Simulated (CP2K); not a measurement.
# Pd (Im-3m) in CP2K: notebook

One crystal, Pd, is run at these levels: r2SCAN; tasks: single point, equation of state.

Everything below comes from runs of CP2K 2026.2. Logs are shortened: lines on timing, memory, paths and dates and some standing lists are left out, and cuts for length are marked.

## Step 1: The crystal as given

The structure is cubic, space group Im-3m (No. 229). Conventional cell: a = 3.145 Å, b = 3.145 Å, c = 3.145 Å, α = 90.00°, β = 90.00°, γ = 90.00°. Pd (site symmetry m-3m) is surrounded by 8 Pd at 2.72 Å.

This isn't the form of Pd at room conditions, which is fcc.

## Step 2: Single point, r2SCAN, 15.55 Å³/atom

The input, pd_eos.inp:

```
&GLOBAL
  PROJECT pd_eos
  RUN_TYPE ENERGY_FORCE
  PRINT_LEVEL LOW
&END GLOBAL
&FORCE_EVAL
  METHOD QS
  STRESS_TENSOR ANALYTICAL
  &DFT
    BASIS_SET_FILE_NAME BASIS_MOLOPT_UZH
    POTENTIAL_FILE_NAME POTENTIAL_UZH
    &MGRID
      CUTOFF 675
      REL_CUTOFF 60
      NGRIDS 4
    &END MGRID
    &QS
      METHOD GPW
      EPS_DEFAULT 1.0E-9
    &END QS
    &KPOINTS
      SCHEME MONKHORST-PACK 12 12 12
      GAMMA_CENTERED T
      SYMMETRY T
      SYMMETRY_BACKEND SPGLIB
    &END KPOINTS
    &SCF
      SCF_GUESS ATOMIC
      EPS_SCF 1.0E-6
      MAX_SCF 100
      ADDED_MOS 11
      CHOLESKY OFF
      EPS_EIGVAL 1.0E-7
      &DIAGONALIZATION ON
        ALGORITHM STANDARD
      &END DIAGONALIZATION
      &MIXING ON
        METHOD BROYDEN_MIXING
        ALPHA 0.4
        BETA 1.5
        NBUFFER 8
      &END MIXING
      &SMEAR ON
        METHOD FERMI_DIRAC
        ELECTRONIC_TEMPERATURE 300.56
      &END SMEAR
    &END SCF
    &XC
      &XC_FUNCTIONAL
        &MGGA_X_R2SCAN
        &END MGGA_X_R2SCAN
        &MGGA_C_R2SCAN
        &END MGGA_C_R2SCAN
      &END XC_FUNCTIONAL
    &END XC
    &PRINT
      &KPOINTS ON
      &END KPOINTS
      &MULLIKEN ON
      &END MULLIKEN
      &MO ON
        ENERGIES T
        OCCUPATION_NUMBERS T
        &EACH
          QS_SCF 0
        &END EACH
        ADD_LAST NUMERIC
      &END MO
    &END PRINT
  &END DFT
  &SUBSYS
    &CELL
      ABC 2.7232705758 2.7232705758 2.7232705758
      ALPHA_BETA_GAMMA 109.4712206348 109.4712206343 109.4712206348
      PERIODIC XYZ
    &END CELL
    &COORD
      SCALED
      Pd  0.0000000000 0.0000000000 0.0000000000
    &END COORD
    &KIND Pd
      BASIS_SET TZVP-MOLOPT-SCAN-GTH-q18
      POTENTIAL GTH-SCAN-q18
    &END KIND
    &PRINT
      &ATOMIC_COORDINATES ON
      &END ATOMIC_COORDINATES
      &CELL ON
      &END CELL
    &END PRINT
  &END SUBSYS
  &PRINT
    &FORCES ON
    &END FORCES
    &STRESS_TENSOR ON
    &END STRESS_TENSOR
  &END PRINT
&END FORCE_EVAL
```

Potentials or basis: POTENTIAL_UZH Pd GTH-SCAN-q18; TZVP-MOLOPT-SCAN-GTH basis.

The run is started by

```bash
> OMP_NUM_THREADS=1 cp2k.psmp -i pd_eos.inp -o pd_eos.out
```

pd_eos.out:

```text

 CP2K| version string:                                       CP2K version 2026.2
 CP2K| Input file name                                                pd_eos.inp

 GLOBAL| Force Environment number                                              1
 GLOBAL| Basis set file name                                    BASIS_MOLOPT_UZH
 GLOBAL| Potential file name                                       POTENTIAL_UZH
 GLOBAL| MM Potential file name                                     MM_POTENTIAL
 GLOBAL| Coordinate file name                                      __STD_INPUT__
 GLOBAL| Method name                                                        CP2K
 GLOBAL| Project name                                                     pd_eos
 GLOBAL| Run type                                                   ENERGY_FORCE
 GLOBAL| FFT library                                                       FFTW3
[... 6 lines left out ...]
 GLOBAL| Total number of message passing processes                             1
 GLOBAL| Number of threads for this process                                    1
 GLOBAL| CPU model name                                 Intel(R) Xeon(R) 6975P-C

 CELL| Volume [angstrom^3]:                                            15.547139
 CELL| Vector a [angstrom]:       2.723     0.000     0.000   |a| =     2.723271
 CELL| Vector b [angstrom]:      -0.908     2.568     0.000   |b| =     2.723271
 CELL| Vector c [angstrom]:      -0.908    -1.284     2.224   |c| =     2.723271
 CELL| Angle (b,c), alpha [degree]:                                   109.471221
 CELL| Angle (a,c), beta  [degree]:                                   109.471221
 CELL| Angle (a,b), gamma [degree]:                                   109.471221
 CELL| Numerically orthorhombic:                                              NO
 CELL| Periodicity                                                           XYZ

 CELL_REF| Volume [angstrom^3]:                                        15.547139
 CELL_REF| Vector a [angstrom     2.723     0.000     0.000   |a| =     2.723271
 CELL_REF| Vector b [angstrom    -0.908     2.568     0.000   |b| =     2.723271
 CELL_REF| Vector c [angstrom    -0.908    -1.284     2.224   |c| =     2.723271
 CELL_REF| Angle (b,c), alpha [degree]:                               109.471221
 CELL_REF| Angle (a,c), beta  [degree]:                               109.471221
 CELL_REF| Angle (a,b), gamma [degree]:                               109.471221
 CELL_REF| Numerically orthorhombic:                                          NO
 CELL_REF| Periodicity                                                       XYZ
[... 9 lines left out ...]
 TOTAL NUMBERS AND MAXIMUM NUMBERS

  Total number of            - Atomic kinds:                                   1
                             - Atoms:                                          1
                             - Shell sets:                                     1
                             - Shells:                                        11
                             - Primitive Cartesian functions:                  7
                             - Cartesian basis functions:                     41
                             - Spherical basis functions:                     35

  Maximum angular momentum of- Orbital basis functions:                        3
[... 100 lines left out ...]
  ------------------------------------------------------------------------------
     1 NoMix/Diag. 0.40E+00   10.3     0.24637563      -125.2366129818 -1.25E+02
     2 Broy./Diag. 0.40E+00   10.9     0.26117643      -126.6467453536 -1.41E+00
     3 Broy./Diag. 0.40E+00   11.1     0.15908184      -125.6629508829  9.84E-01
     4 Broy./Diag. 0.40E+00   10.3     0.17265707      -125.0657015319  5.97E-01
     5 Broy./Diag. 0.40E+00   10.4     0.01160407      -125.1059205240 -4.02E-02
     6 Broy./Diag. 0.40E+00   10.5     0.01370256      -125.0637198281  4.22E-02
     7 Broy./Diag. 0.40E+00   10.3     0.00081614      -125.0667322983 -3.01E-03
     8 Broy./Diag. 0.40E+00   10.7     0.00100533      -125.0675010654 -7.69E-04
     9 Broy./Diag. 0.40E+00    9.9     0.00020358      -125.0668767797  6.24E-04
    10 Broy./Diag. 0.40E+00   10.0     0.00004696      -125.0676152711 -7.38E-04
    11 Broy./Diag. 0.40E+00   10.4     0.00001097      -125.0673738498  2.41E-04
    12 Broy./Diag. 0.40E+00   10.5     0.00000068      -125.0673740310 -1.81E-07

  *** SCF run converged in    12 steps ***

  Electronic density on regular grids:        -17.9999999966        0.0000000034
  Core density on regular grids:               17.9999999938       -0.0000000062
  Total charge density on r-space grids:       -0.0000000028
  Total charge density g-space grids:          -0.0000000028

  Overlap energy of the core charge distribution:               0.00000000000000
  Self energy of the core charge distribution:               -217.21357897591977
  Core Hamiltonian energy:                                     51.50143198027971
  Hartree energy:                                              53.15084017440887
  Exchange-correlation energy:                                -12.50596846800557
  Electronic entropic energy:                                  -0.00009874153272
  Fermi energy:                                                 0.51223050740311

  Total energy:                                              -125.06737403095207
  Total energy (extrapolated to T->0):                       -125.06732466018570

 MO| EIGENVALUES AND OCCUPATION NUMBERS FOR K POINT 1
 MO|
 MO|  Index      Eigenvalue [a.u.]        Eigenvalue [eV]             Occupation
 MO|      1              -2.648728             -72.075555               2.000000
 MO|      2              -1.369185             -37.257405               2.000000
 MO|      3              -1.369185             -37.257405               2.000000
 MO|      4              -1.364353             -37.125927               2.000000
 MO|      5               0.350361               9.533807               2.000000
 MO|      6               0.350361               9.533807               2.000000
[... 350 lines left out ...]
 MO|     19               2.057878              55.997701               0.000000
 MO|     20               2.134770              58.090054               0.000000
 MO| Sum:                                                              18.000000
 MO| E(Fermi):            0.512231 a.u.         13.938501 eV

 [... the levels of further k-points ...]

 !-----------------------------------------------------------------------------!
                     Mulliken Population Analysis

 #  Atom  Element  Kind  Atomic population                           Net charge
       1     Pd       1         18.000000                              0.000000
 # Total charge                             18.000000                  0.000000

 !-----------------------------------------------------------------------------!

 ENERGY| Total FORCE_EVAL ( QS ) energy [hartree]           -125.067374170574354

 FORCES| Atomic forces [hartree/bohr]
 FORCES|   Atom     x               y               z               |f|
 FORCES|      1  5.40395289E-14  1.03258467E-13  1.16684134E-13   1.64917460E-13
 FORCES| Sum     5.40395289E-14  1.03258467E-13  1.16684134E-13
 FORCES| Total atomic force                                       1.64917460E-13

 STRESS| Analytical stress tensor [bar]
 STRESS|                        x                   y                   z
 STRESS|      x       -2.58175108323E+03  -4.13471645053E-02  -4.35980936521E-02
 STRESS|      y       -4.13471645053E-02  -2.58179131669E+03  -6.12037166926E-02
 STRESS|      z       -4.35980936521E-02  -6.12037166926E-02  -2.58183224099E+03
 STRESS| 1/3 Trace                                            -2.58179154697E+03
 STRESS| Determinant                                          -1.72093125849E+10

 STRESS| Eigenvectors and eigenvalues of the analytical stress tensor [bar]
 STRESS|                        1                   2                   3
 STRESS| Eigenvalues  -2.58190016122E+03  -2.58174969655E+03  -2.58172478313E+03
 STRESS|      x           0.371752677012      0.287750294989      0.882609605017
 STRESS|      y           0.558281122018      0.690314569233     -0.460204285403
 STRESS|      z           0.741702188168     -0.663826455664     -0.095980731546
```

Run time: 2.8 min. Hardware: 1 thread of Intel Xeon 6975P-C (Granite Rapids), shared host; peak memory 0.33 GiB.

Results:

```
Free energy            : -3403.2563 eV
Pressure               : -0.3 GPa
Band gap on the k mesh : none (metal or under the smearing width)
```

Caveat: the basis of atomic orbitals isn't converged, which shifts pressures, moduli and gaps.

## Step 3: Single point, r2SCAN, 15.24 Å³/atom (volume scaled by 0.98)

pd_eos.inp: that of step 2 with these lines changed.

```diff
@@ -11,2 +11,3 @@
     POTENTIAL_FILE_NAME POTENTIAL_UZH
+    WFN_RESTART_FILE_NAME previous-RESTART.kp
     &MGRID
@@ -27,3 +28,3 @@
     &SCF
-      SCF_GUESS ATOMIC
+      SCF_GUESS RESTART
       EPS_SCF 1.0E-6
@@ -72,4 +73,4 @@
     &CELL
-      ABC 2.7232705758 2.7232705758 2.7232705758
-      ALPHA_BETA_GAMMA 109.4712206348 109.4712206343 109.4712206348
+      ABC 2.7049930414 2.7049930413 2.7049930413
+      ALPHA_BETA_GAMMA 109.4712206348 109.4712206341 109.4712206342
       PERIODIC XYZ
```

Potentials or basis: POTENTIAL_UZH Pd GTH-SCAN-q18; TZVP-MOLOPT-SCAN-GTH basis.

The run is started by

```bash
> OMP_NUM_THREADS=1 cp2k.psmp -i pd_eos.inp -o pd_eos.out
```

Wall time 2.3 min (1 thread of Intel Xeon 6975P-C (Granite Rapids), shared host); peak memory 0.33 GiB.

It converged, with:

* Free energy: -3403.2533 eV
* Pressure: 3.5 GPa
* Band gap on the k mesh: none (metal or under the smearing width)

Caveat: the basis of atomic orbitals isn't converged, which shifts pressures, moduli and gaps.

## Step 4: Single point, r2SCAN, 15.86 Å³/atom (volume scaled by 1.02)

pd_eos.inp: that of step 3 with these lines changed.

```diff
@@ -73,4 +73,4 @@
     &CELL
-      ABC 2.7049930414 2.7049930413 2.7049930413
-      ALPHA_BETA_GAMMA 109.4712206348 109.4712206341 109.4712206342
+      ABC 2.7413060059 2.7413060058 2.7413060059
+      ALPHA_BETA_GAMMA 109.4712206356 109.4712206336 109.4712206346
       PERIODIC XYZ
```

The run is started by

```bash
> OMP_NUM_THREADS=1 cp2k.psmp -i pd_eos.inp -o pd_eos.out
```

Wall time 2.1 min (1 thread of Intel Xeon 6975P-C (Granite Rapids), shared host); peak memory 0.33 GiB.

Results (log left out):

```yaml
Free_energy: -3403.2526 eV
Pressure: -3.5 GPa
Band_gap_on_the_k_mesh: none (metal or under the smearing width)
```

Caveat: the basis of atomic orbitals isn't converged, which shifts pressures, moduli and gaps.

## Step 5: Single point, r2SCAN, 14.93 Å³/atom (volume scaled by 0.96)

pd_eos.inp: that of step 4 with these lines changed.

```diff
@@ -73,4 +73,4 @@
     &CELL
-      ABC 2.7413060059 2.7413060058 2.7413060059
-      ALPHA_BETA_GAMMA 109.4712206356 109.4712206336 109.4712206346
+      ABC 2.6864651103 2.6864651102 2.6864651103
+      ALPHA_BETA_GAMMA 109.4712206355 109.4712206345 109.4712206351
       PERIODIC XYZ
```

The run is started by

```bash
> OMP_NUM_THREADS=1 cp2k.psmp -i pd_eos.inp -o pd_eos.out
```

Wall time 2.4 min (1 thread of Intel Xeon 6975P-C (Granite Rapids), shared host); peak memory 0.34 GiB.

Results (log left out):

```yaml
Free_energy: -3403.2424 eV
Pressure: 7.8 GPa
Band_gap_on_the_k_mesh: none (metal or under the smearing width)
```

Caveat: the basis of atomic orbitals isn't converged, which shifts pressures, moduli and gaps.

## Step 6: Single point, r2SCAN, 16.17 Å³/atom (volume scaled by 1.04)

pd_eos.inp: that of step 5 with these lines changed.

```diff
@@ -73,4 +73,4 @@
     &CELL
-      ABC 2.6864651103 2.6864651102 2.6864651103
-      ALPHA_BETA_GAMMA 109.4712206355 109.4712206345 109.4712206351
+      ABC 2.7591071930 2.7591071930 2.7591071930
+      ALPHA_BETA_GAMMA 109.4712206349 109.4712206349 109.4712206355
       PERIODIC XYZ
```

Potentials or basis: POTENTIAL_UZH Pd GTH-SCAN-q18; TZVP-MOLOPT-SCAN-GTH basis.

The run is started by

```bash
> OMP_NUM_THREADS=1 cp2k.psmp -i pd_eos.inp -o pd_eos.out
```

Wall time 2.1 min (1 thread of Intel Xeon 6975P-C (Granite Rapids), shared host); peak memory 0.32 GiB.

It converged, with:

| Property | Result |
| --- | --- |
| Free energy | -3403.2428 eV |
| Pressure | -6.4 GPa |
| Band gap on the k mesh | none (metal or under the smearing width) |

Caveat: the basis of atomic orbitals isn't converged, which shifts pressures, moduli and gaps.

## Step 7: Single point, r2SCAN, 14.61 Å³/atom (volume scaled by 0.94)

pd_eos.inp: that of step 6 with these lines changed.

```diff
@@ -73,4 +73,4 @@
     &CELL
-      ABC 2.7591071930 2.7591071930 2.7591071930
-      ALPHA_BETA_GAMMA 109.4712206349 109.4712206349 109.4712206355
+      ABC 2.6676780263 2.6676780263 2.6676780264
+      ALPHA_BETA_GAMMA 109.4712206352 109.4712206348 109.4712206353
       PERIODIC XYZ
```

The run is started by

```bash
> OMP_NUM_THREADS=1 cp2k.psmp -i pd_eos.inp -o pd_eos.out
```

It took 2.9 min on 1 thread of Intel Xeon 6975P-C (Granite Rapids), shared host; peak memory 0.34 GiB.

Results (log left out):

* Free energy: -3403.2227 eV
* Pressure: 12.6 GPa
* Band gap on the k mesh: none (metal or under the smearing width)

Caveat: the basis of atomic orbitals isn't converged, which shifts pressures, moduli and gaps.

## Step 8: Single point, r2SCAN, 16.48 Å³/atom (volume scaled by 1.06)

pd_eos.inp: that of step 7 with these lines changed.

```diff
@@ -73,4 +73,4 @@
     &CELL
-      ABC 2.6676780263 2.6676780263 2.6676780264
-      ALPHA_BETA_GAMMA 109.4712206352 109.4712206348 109.4712206353
+      ABC 2.7766815980 2.7766815980 2.7766815980
+      ALPHA_BETA_GAMMA 109.4712206339 109.4712206351 109.4712206351
       PERIODIC XYZ
```

The run is started by

```bash
> OMP_NUM_THREADS=1 cp2k.psmp -i pd_eos.inp -o pd_eos.out
```

Run time: 2.4 min. Hardware: 1 thread of Intel Xeon 6975P-C (Granite Rapids), shared host; peak memory 0.33 GiB.

The run converged. Its results:

* Free energy: -3403.2279 eV
* Pressure: -8.9 GPa
* Band gap on the k mesh: none (metal or under the smearing width)

Caveat: the basis of atomic orbitals isn't converged, which shifts pressures, moduli and gaps.

## Step 9: Equation of state, r2SCAN

Potentials or basis: POTENTIAL_UZH Pd GTH-SCAN-q18; TZVP-MOLOPT-SCAN-GTH basis.

This step only gathers the single runs of the series.

What came out:

```yaml
Equilibrium_volume: 15.52 Å³/atom
Bulk_modulus: 177 GPa
Pressure_derivative_of_the_bulk_modulus: 5.6
```

Energy against volume, from the lowest point:
| volume (Å³/atom) | energy (meV/atom) |
| --- | --- |
| 14.614 | 33.62 |
| 14.925 | 13.91 |
| 15.236 | 3.06 |
| 15.547 | 0.00 |
| 15.858 | 3.76 |
| 16.169 | 13.48 |
| 16.480 | 28.42 |

Caveat: the basis of atomic orbitals isn't converged, which shifts pressures, moduli and gaps.
